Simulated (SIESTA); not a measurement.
Pb:

```
CELL_PARAMETERS angstrom
0.00000 3.43900 3.43900
3.43900 0.00000 3.43900
3.43900 3.43900 0.00000
ATOMIC_POSITIONS crystal
Pb 0.25000 0.25000 0.25000
Pb 0.00000 0.00000 0.00000
```

This isn't the form of Pb at room conditions, which is fcc.

```yaml
Program: SIESTA 5.4.2
Task: relaxation of cell and atoms
Functional: PBE
Potentials_or_basis: PseudoDojo 0.4 standard (PBE files)
Basis: DZP (energy shift 0.003 Ry; two zetas on semicore shells)
Grid_cutoff: 500 Ry
Energy_shift: 0.003 Ry
k_mesh: 5 × 5 × 5
Occupations: fermi-dirac, width 0.05 eV
Spin: no spin polarisation
```

At the start: pressure 3.0 GPa; volume 40.67 Å³/atom.

Question: How do energy, volume and symmetry change on relaxing?

Answer: Over 5 steps the energy falls by 34.6 meV/atom and the volume is 44.70 Å³/atom (+9.9 %); space group Fd-3m (No. 227, to 0.05 Å).

Step by step:
```csv
step,energy change (eV),largest force (eV/Å),pressure (GPa),volume (Å³)
1,0.0000,0.0001,3.03,81.34
2,-0.0417,0.0002,1.78,84.19
3,-0.0690,0.0002,0.13,88.89
4,-0.0515,0.0002,-1.18,94.17
5,-0.0692,0.0003,0.01,89.39
```

Final structure:
```
Pb
1.0
     0.00025    3.54901    3.54901
     3.54901    0.00025    3.54901
     3.54901    3.54901    0.00025
Pb
2
Direct
  0.24999 0.24999 0.24999
  0.00001 0.00001 0.00001
```

Caveat: the basis of atomic orbitals isn't converged, which shifts pressures, moduli and gaps.
